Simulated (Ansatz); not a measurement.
# SiO2 under pressure: fit and missing row

SiO2, Imma, a = 5.287 Å, b = 9.650 Å, c = 8.943 Å. This isn't the usual stable structure of the compound. Ansatz: PBE, PAW, 420 eV, Γ-centred 6×6×6 mesh on 12 atoms, Gaussian smearing 0.02 eV; no spin polarisation. Cell and atoms are relaxed at each pressure, and no other structure is tried, so the rows at high pressure may lie past a change of phase.

| V (Å³/atom) | P (GPa) |
| --- | --- |
| 11.940 | ? |
| 13.342 | 11.95 |
| 14.816 | 3.97 |
| 17.432 | 0.99 |
| 19.011 | 0.01 |
| 19.384 | -1.00 |

**Question.** Take V0 = 19.011 Å³/atom, count pressures from its P0 = 0.01 GPa, fit the third-order Birch–Murnaghan form to the other rows, and predict the missing pressure.

**Answer.** With the Eulerian strain f = ½[(V0/V)^(2/3) − 1] and y = (P − P0)/[3f(1 + 2f)^(5/2)], the form is the line y = B0 + 1.5 B0 (B0′ − 4) f. Rows (f, y): 0.13313, 16.6; 0.09041, 9.6; 0.02976, 9.5; -0.00643, 54.1. Means f = 0.06172, y = 22.450; Σ(Δf)² = 0.01159, ΣΔfΔy = -2.529; the slope is their ratio. y = 35.92 − 218.3 f GPa, so B0 = 35.9 GPa and B0′ = 4 + 2 × (-218.3)/(3 × 35.92) = -0.05. At V = 11.940, f = 0.18177, y = -3.76 and P = -4.44 GPa. The run gave 24.99 GPa, so the fit is 29.43 GPa too low, 110 % of the span of the series, against an rms of 3.89 GPa on the fitted rows. The row lies outside the fitted range. The row closest to V0 fixes y poorly, since a few hundredths of a GPa are divided by a small f; without it the line misses by less than half as much. With a term in f² added B0′ becomes -12.13, so this figure hangs on the form. A B0′ outside 2 to 8 is unusual except in layered or molecular crystals, and here it hangs on few rows.